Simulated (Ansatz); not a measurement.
SiC:

```xyz
8
Lattice="3.0757 0.0000 0.0000 -1.5378 2.6636 0.0000 0.0000 0.0000 10.0706" Properties=species:S:1:pos:R:3 pbc="T T T"
Si    0.0000    0.0000    1.8922
Si    0.0000    0.0000    6.9275
Si    0.0000    1.7758    4.4094
Si    1.5378    0.8879    9.4447
C     0.0000    0.0000    0.0046
C     0.0000    0.0000    5.0400
C     0.0000    1.7758    2.5157
C     1.5378    0.8879    7.5510
```

The cell is a database's computed one.

Program: Ansatz 0.2.0. Alike in all runs: task band structure; potentials or basis Ansatz PAW; no spin polarisation; cell as given; k mesh 10 × 10 × 3; cutoff (eV) 420; smearing fermi-dirac 0.05 eV.

Q: Order these runs on this cell by their pressure, lowest first.
A. level BLYP
B. level SVWN5
C. level PBEsol

A: B (-4.0 GPa), C (0.5 GPa), A (8.5 GPa).

Caveats: the PAW data sets come from PBE, with cores solved anew for the run's functional, which leaves a small shift of forces and pressure.

Runs at the PBE level aren't shown here.
